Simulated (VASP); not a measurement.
Set up this calculation in VASP 6.6.1, as the native input.

| Property | Result |
| --- | --- |
| Task | single point |
| Functional | PBEsol |
| Potentials or basis | VASP PAW PBE potentials, release 64 (Al, As) |
| Cutoff | 520 eV |
| k mesh | 7 × 5 × 1 |
| Occupations | gaussian, width 0.03 eV |
| Spin | no spin polarisation |
| Dipole correction | yes |
| Further INCAR settings | ALGO = Normal; EDIFF = 1e-07 |

The structure of AlAs lies in POSCAR:

```
AlAs
1.0
    4.0176166800      0.0000000000      0.0000000000
    0.0000000000      5.6817680000      0.0000000000
    0.0000000000      0.0000000000     27.0528500500
Al As
7 7
Direct
    0.5000000000      0.5000000000      0.2772351200
    0.0000000000      0.0000000000      0.3514900800
    0.5000000000      0.5000000000      0.4257450400
    0.0000000000      0.0000000000      0.5000000000
    0.5000000000      0.5000000000      0.5742549600
    0.0000000000      0.0000000000      0.6485099200
    0.5000000000      0.5000000000      0.7227648800
    0.0000000000      0.7500000000      0.2772351200
    0.5000000000      0.2500000000      0.3514900800
    0.0000000000      0.7500000000      0.4257450400
    0.5000000000      0.2500000000      0.5000000000
    0.0000000000      0.7500000000      0.5742549600
    0.5000000000      0.2500000000      0.6485099200
    0.0000000000      0.7500000000      0.7227648800
```

One way to write it, as run:

INCAR

```
SYSTEM = AlAs
PREC     = Accurate       ! precision mode
ENCUT    = 520            ! plane-wave cutoff, eV
EDIFF    = 1E-7           ! SCF threshold, eV
ISMEAR   = 0              ! smearing method
SIGMA    = 0.03           ! smearing width, eV
LREAL    = .False.        ! projectors in reciprocal space
LASPH    = .True.         ! aspherical terms in the spheres
NELM     = 80             ! most SCF steps
ALGO     = Normal         ! electronic algorithm
ISIF     = 2              ! what is computed and relaxed
LWAVE    = .False.        ! write WAVECAR
LCHARG   = .False.        ! write CHGCAR
LDIPOL   = .True.       
IDIPOL   = 3            
DIPOL    = 0.5 0.5 0.500
GGA      = PS             ! functional
LVHAR    = .True.       
LVACPOTAV= .True.       
ICORELEVEL= 1            
KPAR     = 4
```

KPOINTS

```
regular mesh
0
Gamma
  7 5 1
  0 0 0
```

Potentials or basis: VASP PAW PBE potentials, release 64 (Al, As).

Run with:

```sh
$ cat potpaw_PBE.64/Al/POTCAR potpaw_PBE.64/As/POTCAR > POTCAR
$ mpirun -np 4 vasp_std > vasp.out
```

It gave:

```
Largest force                          : 1.792 eV/Å
Band gap on the k mesh                 : 0.64 eV, indirect (least direct gap 0.72 eV)
Ionisation potential of the upper face : 4.82 eV
```

Caveat: the PAW data sets were made with another functional, which shifts forces and pressure a little.

Run time: 2.4 min on 4 MPI ranks on Intel(R) Xeon(R) Platinum 8488C (Sapphire Rapids), on a shared host, peak memory 0.64 GiB a rank.
